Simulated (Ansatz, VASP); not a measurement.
## One calculation of Sb, two programs

INCAR

```
PREC = Accurate
ENCUT = 520
EDIFF = 1E-6
ISMEAR = -1
SIGMA = 0.05
LREAL = F
LASPH = T
NELM = 60
ALGO = Normal
ISIF = 2
LWAVE = F
LCHARG = F
GGA = PE
NBANDS = 8
```

Contents of KPOINTS:

```
regular mesh
0
Gamma
  12 12 12
```

The input POSCAR:

```
Sb
1.0
    0.0461000000      2.3280500000      2.3280500000
    2.3280500000      0.0461000000      2.3280500000
    2.3280500000      2.3280500000      0.0461000000
Sb
1
Direct
    0.0000000000      0.0000000000      0.0000000000
```

Input for Ansatz:

```yaml
crystal:
  lattice:
    - [0.0461, 2.32805, 2.32805]
    - [2.32805, 0.0461, 2.32805]
    - [2.32805, 2.32805, 0.0461]
  atoms:
    - { symbol: Sb, position: [0.0, 0.0, 0.0] }
kpoints:
  mp_grid: { grid: [12, 12, 12] }
  band_path:
    path:
      - [0.0, 0.0, 0.0]
      - [0.5, 0.5, 0.5]
      - [0.2451701269, 0.5, 0.7548298731]
      - [-0.2451701269, 0.2451701269, 0.5]
      - [0.0, 0.0, 0.5]
      - [0.0, 0.0, 0.0]
      - [-0.3725850634, 0.0, 0.3725850634]
      - [0.0, 0.3725850634, 0.6274149366]
      - [0.0, 0.5, 0.5]
    npoints: 5
scf:
  occupations: { method: fermi_dirac, width: 0.05 }
hamiltonian:
  xc: pbe
  pseudopotentials: { kind: all_electron, lapw: { basis_error: 0.001 } }
output:
  forces: true
  stress: true
  eigenvalues: true
```

Change from the starting cell: equal xy, yz and zx shear strains of +2 %.

Alike in both runs: task single point; functional PBE; k mesh 12 × 12 × 12; occupations fermi-dirac, width 0.05 eV; no spin polarisation.

|  | VASP | Ansatz |
| --- | --- | --- |
| version | VASP 6.6.1 | Ansatz 0.2.0 |
| potentials or method | VASP PAW PBE potentials, release 64 (Sb) | all-electron LAPW, scalar-relativistic |
| plane-wave cutoff (eV) | 520 | see its input |

```csv
,VASP,Ansatz,Ansatz less VASP
pressure (GPa),8.9,9.0,+0.14
largest component of the traceless stress (GPa),0.19,0.19,-0.009
```

Ansatz ran all-electron here, so the differences hold the error of VASP's frozen core and of both bases.

The runs have no spin-orbit coupling, so splittings on Sb are missing.
